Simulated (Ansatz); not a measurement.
**ZrO2: enthalpy against pressure**

ZrO2, Fm-3m, a = 5.064 Å. This isn't the usual stable structure of the compound. Ansatz: PBEsol, PAW, 420 eV, Γ-centred 8×8×8 mesh on 3 atoms, Gaussian smearing 0.02 eV; no spin polarisation. Cell and atoms are relaxed at each pressure, and no other structure is tried, so the rows at high pressure may lie past a change of phase. y is the enthalpy over the state at zero pressure; there V0 = 10.822 Å³/atom. The pressures are the targets, met within 0.06 GPa.

```tsv
P (GPa)	y (eV/atom)
-2.0	-0.1355
0.0	0.0000
2.0	0.1346
5.0	?
10.0	0.6630
20.0	1.3039
40.0	2.5317
```

Problem. Fit y = c1 P + c2 P² + c3 P³ to the other rows, say what c1 and c2 mean, and predict the missing value.

Solution. Least squares on the rows shown. y = 0.067512 P − 0.00012622 P² + 5.1837×10⁻⁷ P³. Since dH/dP = V, c1 is V0: 0.067512 eV/GPa × 160.2 = 10.815 Å³ against 10.822; c2 = −V0/(2B0) gives B0 = 267 GPa, where a Birch–Murnaghan fit to the volumes of the same runs (not shown) gives 255 GPa: a cubic over this range folds the higher terms into c2. At P = 5.0 the fit asked for gives 0.3345 eV/atom. The run gave 0.3344 eV/atom, so the fit is 0.0001 eV/atom too high, a small miss on the scale of the series.